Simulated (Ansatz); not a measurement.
The system is Ga2O3.

```
Ga O
1.0
     6.10700   -1.51855    0.00000
     6.10700    1.51855    0.00000
    -1.38599    0.00000    5.63001
Ga O
4 6
Direct
  0.34134 0.34134 0.68598
  0.65866 0.65866 0.31402
  0.90950 0.90950 0.20540
  0.09050 0.09050 0.79460
  0.50410 0.50410 0.74340
  0.49590 0.49590 0.25660
  0.82670 0.82670 0.43680
  0.17330 0.17330 0.56320
  0.83550 0.83550 0.89020
  0.16450 0.16450 0.10980
```

Base run:

```yaml
Program: Ansatz 0.2.0
Functional: PBEsol
Potentials_or_basis: Ansatz PAW
Cutoff: 420 eV
Density_cutoff: 1680 eV
k_mesh: 9 × 9 × 5
Occupations: fermi-dirac, width 0.05 eV
Spin: no spin polarisation
```

Its results: band gap on the k mesh 2.34 eV, indirect (least direct gap 2.35 eV); pressure 2.5 GPa; largest force 0.120 eV/Å.

**Question.** The run is repeated on the same cell with these changes: functional from PBEsol to LDA. What comes out?

**Answer.** Band gap on the k mesh 2.33 eV, indirect (least direct gap 2.35 eV); pressure -4.1 GPa; largest force 0.088 eV/Å.

LDA binds more tightly than PBEsol, so the same cell stands under less pressure.

Caveats: the PAW data sets come from PBE, with cores solved anew for the run's functional, which leaves a small shift of forces and pressure.

Not every run made on this cell is shown here.
